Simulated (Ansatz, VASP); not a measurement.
**SiC: VASP beside Ansatz**

```
Si C
1.0
     3.11648    0.00000    0.00000
    -1.55824    2.69895    0.00000
     0.00000    0.00000    5.11443
Si C
2 2
Direct
  0.33333 0.66667 0.00000
  0.66667 0.33333 0.50000
  0.33333 0.66667 0.38500
  0.66667 0.33333 0.88500
```

Change from the starting cell: volume scaled by 1.04, crystal datasets.

Alike in both runs: task electric field gradients; functional PBEsol; k mesh 15 × 15 × 8; occupations fermi-dirac, width 0.08 eV; no spin polarisation.

```csv
,VASP,Ansatz
version,VASP 6.6.1,Ansatz 0.2.0
potentials or method,"VASP PAW PBE potentials, release 64 (Si, C), cutoff 520 eV","all-electron PAW with datasets made for the crystal, scalar-relativistic"
```

VASP gave:

- pressure (GPa): -7.5
- largest component of the traceless stress (GPa): 2.29
- rms of the force components (eV/Å): 0.399
- Vzz of the field gradient on the site that differs most (V/Å²): 16.5

Q: Estimate Ansatz's values.

A: Pressure (GPa): -7.9; largest component of the traceless stress (GPa): 2.22; rms of the force components (eV/Å): 0.396; Vzz of the field gradient on the site that differs most (V/Å²): 15.6.

Atom by atom the forces differ by 0.003 eV/Å (rms over components). Ansatz ran all-electron here, so the differences hold the error of VASP's frozen core and of both bases.

Caveats: the PAW data sets were made with another functional, which shifts forces and pressure a little (VASP). A k mesh can miss the band edges.
